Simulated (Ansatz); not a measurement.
# Hg

```
Hg
1.0
     2.23398   -2.04586    0.00000
     2.23398    2.04586    0.00000
    -0.34874    0.00000    3.03980
Hg
1
Direct
  0.50000 0.50000 0.50000
```

Conventional cell: a = 4.468 Å, b = 4.092 Å, c = 3.060 Å, α = 90.00°, β = 96.54°, γ = 90.00°. Hg (atom 1) is surrounded by 6 Hg at 3.03 to 3.06 Å.

Structure from Materials Project entry mp-1184569 (possibly hypothetical), not relaxed further.

No spin–orbit coupling, which matters for the heavy atoms here.

Level of theory: Ansatz 0.2.0, DFT, PBE, all-electron LAPW, scalar-relativistic.

The runs use a Γ-centred 11×11×11 k mesh, Fermi–Dirac smearing of 0.05 eV, basis error target 1 meV/atom, no spin polarisation.

```json
{"Pressure at this cell": "12.8 kbar", "Stress xx, yy, zz (compression positive)": "1.48, 1.25, 1.11 GPa", "Volume per atom": "27.79 Å³"}
```

**Question.** Predict this quantity. Band gap.

**Answer.** none: bands cross the Fermi level, a metal.

**Question.** Give the computed value. Density of states at the Fermi level (0.2 eV bin).

**Answer.** 0.30 states/eV per cell.
